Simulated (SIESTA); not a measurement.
The system is Ti.

```xyz
1
Lattice="-1.6410 1.6410 1.6410 1.6410 -1.6410 1.6410 1.6410 1.6410 -1.6410" Properties=species:S:1:pos:R:3 pbc="T T T"
Ti    0.0000    0.0000    0.0000
```

This isn't the form of Ti at room conditions, which is hcp.

Program: SIESTA 5.4.2. Alike in all runs: task single point; level PBE; no spin polarisation; cell as given; k mesh 11 × 11 × 11; smearing fermi-dirac 0.05 eV; grid cutoff 800 Ry; energy shift 0.003 Ry. Hardware: 1 thread of Arm Neoverse V2, with other jobs on the host.

Q: Order these runs on this cell by their wall time, lowest first.
A. potentials or basis PseudoDojo 0.4 standard (PBE files), DZDP (energy shift 0.003 Ry; two zetas on semicore shells)
B. potentials or basis PseudoDojo 0.4 standard (PBE files), SZP (energy shift 0.003 Ry)
C. potentials or basis PseudoDojo 0.4 standard (PBE files), SZ (energy shift 0.003 Ry)

A: C (6.6 s), B (17 s), A (35 s).

Caveats: the basis has no polarisation orbitals (some runs).
